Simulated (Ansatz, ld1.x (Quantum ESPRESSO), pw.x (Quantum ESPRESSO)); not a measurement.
## pw.x on bcc Cl: one setting changed

Potential: norm-conserving Troullier–Martins (Kleinman–Bylander form), ld1.x (Quantum ESPRESSO) 7.5, PBE; core [Ne], reference 3s2 3p5; waves: 3p (bound): rc 1.46 bohr; 3d channel at 0.05 Ry: rc 1.52 bohr; 3s (bound): rc 1.30 bohr; local part: the s channel; core correction: a·sin(br)/r model core, default radius (core density twice the valence density).

The reference run (k-mesh 13³, cutoffs 100/400 Ry, Fermi–Dirac 0.01 Ry, mixing_beta 0.4, conv_thr 1e-9, no spin) gives -0.14 GPa at 21.926 Å³/atom, where all-electron LAPW gives -0.18 GPa. This run, with its own iteration cap, changes smearing to mp.

```
&control
  calculation='scf', prefix='x', pseudo_dir='./', outdir='./tmp', tstress=.true., disk_io='none'
/
&system
  ibrav=0, nat=1, ntyp=1, ecutwfc=100, ecutrho=400, nbnd=11,
  occupations='smearing', smearing='mp', degauss=0.01
/
&electrons
  conv_thr=1e-09, mixing_beta=0.4, electron_maxstep=60
/
ATOMIC_SPECIES
Cl 1.0 Cl.UPF
CELL_PARAMETERS angstrom
  -1.76319281 1.76319281 1.76319281
  1.76319281 -1.76319281 1.76319281
  1.76319281 1.76319281 -1.76319281
ATOMIC_POSITIONS crystal
Cl 0.0000 0.0000 0.0000
K_POINTS automatic
13 13 13 0 0 0
```

```bash
pw.x < Cl.scf.in > Cl.scf.out
```

Task: How does the run end?

Result: It converges in 5 iterations; the free energy moves by +64.2 meV/atom and the pressure by -0.59 GPa. This scheme is built to cancel the term in the square of the width that Fermi–Dirac smearing leaves in the F of a metal.

```
Message from routine setup:
     using ibrav=0 with symmetry is DISCOURAGED, use correct ibrav instead
     lattice parameter (alat)  =       5.7711  a.u.
     unit-cell volume          =     147.9640 (a.u.)^3
     number of electrons       =         7.00
     number of Kohn-Sham states=           11
     kinetic-energy cutoff     =     100.0000  Ry
     charge density cutoff     =     400.0000  Ry
     scf convergence threshold =      1.0E-09
     Exchange-correlation= PBE
     number of k points=    84  Methfessel-Paxton smearing, width (Ry)=  0.0100
     iteration #  1     ecut=   100.00 Ry     beta= 0.40
     total energy              =     -33.60726994 Ry
     estimated scf accuracy    <       0.00021952 Ry
     iteration #  2     ecut=   100.00 Ry     beta= 0.40
     total energy              =     -33.60731166 Ry
     estimated scf accuracy    <       0.00005041 Ry
     iteration #  3     ecut=   100.00 Ry     beta= 0.40
     total energy              =     -33.60732314 Ry
     estimated scf accuracy    <       0.00000385 Ry
     iteration #  4     ecut=   100.00 Ry     beta= 0.40
     total energy              =     -33.60732378 Ry
     estimated scf accuracy    <       0.00000001 Ry
     iteration #  5     ecut=   100.00 Ry     beta= 0.40
     the Fermi energy is     2.8742 ev
!    total energy              =     -33.60732379 Ry
     estimated scf accuracy    <          6.5E-10 Ry
     smearing contrib. (-TS)   =      -0.00033412 Ry
     The total energy is F=E-TS. E is the sum of the following terms:
     one-electron contribution =      -0.73762452 Ry
     hartree contribution      =       3.60203817 Ry
     xc contribution           =      -9.71194447 Ry
     ewald contribution        =     -26.75945886 Ry
     convergence has been achieved in   5 iterations
          total   stress  (Ry/bohr**3)                   (kbar)     P=       -7.26
     Message from routine punch:
     Nothing written, as per user request (disk_io='none')
```

The run took about 25 s on one core of a shared host (Neoverse-V1, 64 threads, 495 GiB, load 23).
